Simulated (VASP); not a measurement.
Runs of VASP 6.6.1 on Ta. It takes space group Fm-3m (No. 225, cubic). Conventional cell: a = 4.160 Å, b = 4.160 Å, c = 4.160 Å, α = 90.00°, β = 90.00°, γ = 90.00°. Around Ta (site symmetry m-3m) lie 12 Ta at 2.94 Å. This isn't the form of Ta at room conditions, which is bcc.

```tsv
task	level	potentials or basis	cell	k mesh	cutoff (eV)	mesh quality	gap on the mesh (eV)	pressure (GPa)	relaxed volume (Å³/atom)
relaxation of cell and atoms	PBE	VASP PAW PBE potentials, release 64 (Ta_pv)	relaxed	18 × 18 × 18	600	not flagged	none	0.0	(a)
relaxation of cell and atoms	PBEsol	VASP PAW PBE potentials, release 64 (Ta_pv)	relaxed	18 × 18 × 18	300	not flagged	none	0.0	18.16
single point	PBEsol	VASP PAW PBE potentials, release 64 (Ta_pv)	as given	18 × 18 × 18	520	not flagged	none	(b)	-
relaxation of cell and atoms	PBEsol	VASP PAW PBE potentials, release 64 (Ta_pv)	relaxed	18 × 18 × 18	600	not flagged	none	0.0	18.22
relaxation of cell and atoms	PBE+D3(BJ)	VASP PAW PBE potentials, release 64 (Ta_pv)	relaxed	18 × 18 × 18	600	not flagged	none	0.0	18.29
relaxation of cell and atoms	PBEsol	VASP PAW PBE potentials, release 64 (Ta_pv)	relaxed	6 × 6 × 6	600	coarse	none	0.0	18.25
relaxation of cell and atoms	LDA	VASP PAW LDA potentials, release 64 (Ta_pv)	relaxed	18 × 18 × 18	600	not flagged	none	0.0	(c)
relaxation of cell and atoms	RPBE	VASP PAW PBE potentials, release 64 (Ta_pv)	relaxed	18 × 18 × 18	600	not flagged	none	0.0	19.16
```

Alike in all rows: no spin polarisation; smearing gaussian 0.1 eV.

Question: Fill in the values left out.

Answer: (a) 18.83; (b) 2.4; (c) 17.81.

Caveats: some runs use coarse meshes; the PAW data sets were made with another functional, which shifts forces and pressure a little (some runs); pairwise dispersion overbinds metals, which lowers pressure and volume (some runs).

A k mesh can miss the band edges, and the runs leave out spin-orbit coupling on Ta.

A gap of «none» marks a metal or a gap under the smearing width.

Not every run made on this cell is shown here.
